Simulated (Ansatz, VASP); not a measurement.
**Sb in VASP and in Ansatz**

```
CELL_PARAMETERS angstrom
3.34639 0.00000 0.00000
-1.67319 2.89806 0.00000
0.00000 0.00000 5.29423
ATOMIC_POSITIONS crystal
Sb 0.33333 0.66667 0.25000
Sb 0.66667 0.33333 0.75000
```

Change from the starting cell: volume scaled by 0.98, PAW files.

Alike in both runs: task electric field gradients; functional PBEsol; k mesh 12 × 12 × 7; occupations fermi-dirac, width 0.05 eV; no spin polarisation.

|  | VASP | Ansatz |
| --- | --- | --- |
| version | VASP 6.6.1 | Ansatz 0.2.0 |
| potentials or method | VASP PAW PBE potentials, release 64 (Sb) | PAW with Ansatz's default frozen-core files, scalar-relativistic |
| plane-wave cutoff (eV) | 520 | 420 |
| valence electrons in the cell | 10 | 30 |

|  | VASP | Ansatz | Ansatz less VASP |
| --- | --- | --- | --- |
| pressure (GPa) | 1.3 | 1.3 | 0.00 |
| largest component of the traceless stress (GPa) | 0.84 | 0.85 | +0.002 |
| Vzz of the field gradient on the site that differs most (V/Å²) | 19.9 | 21.8 | +1.89 |

The two sets of potentials don't hold the same shells in valence. Ansatz warned: «gradients_without_spin_orbit».

Caveats: the PAW data sets were made with another functional, which shifts forces and pressure a little (VASP). The runs have no spin-orbit coupling, so splittings on Sb are missing.
